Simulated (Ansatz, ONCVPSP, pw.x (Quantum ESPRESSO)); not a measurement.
## boron (B) (sc): variants of one ONCV potential in the solid

| Item | Value |
| --- | --- |
| Element | B |
| Generator | ONCVPSP 4.0.1.1 (patched build) |
| Type | optimised norm-conserving Vanderbilt (ONCV) |
| Functional | PBE |
| Relativity | scalar-relativistic |
| Frozen core | [He] |
| Valence charge | 3 |
| Reference configuration | 2s1.5 2p1.5 |
| Partial waves | 2s: rc 1.30 bohr, ncon 4, nbas 7, qcut 5.5 1/bohr, 1 projector; 2p: rc 2.70 bohr, ncon 3, nbas 7, qcut 6.2 1/bohr, 1 projector; d scattering state at 0.22 Ha: rc 2.35 bohr, ncon 3, nbas 7, qcut 4.3 1/bohr, 2 projectors, debl 1.6 Ha |
| Local potential | polynomial inside 1.05 bohr (lpopt 1, dvloc0 0 Ha) |
| Core correction | Teter function, fcfact 5.25, rcfact 1.15 |

Crystal test: sc B in pw.x 7.5, no spin, 17³ k-points, Fermi–Dirac smearing 0.01 Ry, cutoffs set for each file from its atomic test. The reference is all-electron LAPW (Ansatz 0.2.0) with the same functional, mesh and smearing; V0 and B0 come from Birch–Murnaghan fits to the pressures at five volumes. Errors are pseudo minus all-electron; Δ is the rms difference of the E(V) curves that follow from these fits, minima aligned, over ±6 % about the mean V0. Mesh and smearing are coarse, so the numbers serve the comparison and aren't converged zero-temperature values; the lattice is a test structure that the element need not adopt.

All-electron: a0 = 1.886 Å (V0 = 6.71 Å³/atom), B0 = 233.9 GPa.

Base: The largest radius (2.70 bohr) exceeds half the bond length (1.78 bohr), so the spheres overlap, which is one possible source of error among others. This is a poor potential for the solid.

A dash in a converged row means that the minimum lies outside the volumes sampled.

```
    change  cutoffs (Ry)       pw.x  a0 (Å)  a0 error (%)  B0 error (%)  Δ (meV/atom)  mean pressure error (GPa)
      base        50/200  converged   1.871         -0.81          -3.8           8.2                      -5.30
p: rc 2.36        50/200  converged   1.875         -0.56          -2.3           5.7                      -3.77
p: rc 2.94        50/200  converged   1.862         -1.26          -6.1          12.6                      -7.89
p: rc 3.44        50/200  converged       –             –             –             –                     -20.21
p: rc 3.92        50/200  converged       –             –             –             –                     -43.75
```

**Question.** Give the row for: p: rc 1.98.

**Answer.** pw.x: converged; mean pressure error (GPa): -2.86; a0 (Å): 1.878; a0 error (%): -0.42; B0 error (%): -1.5; Δ (meV/atom): 4.3.
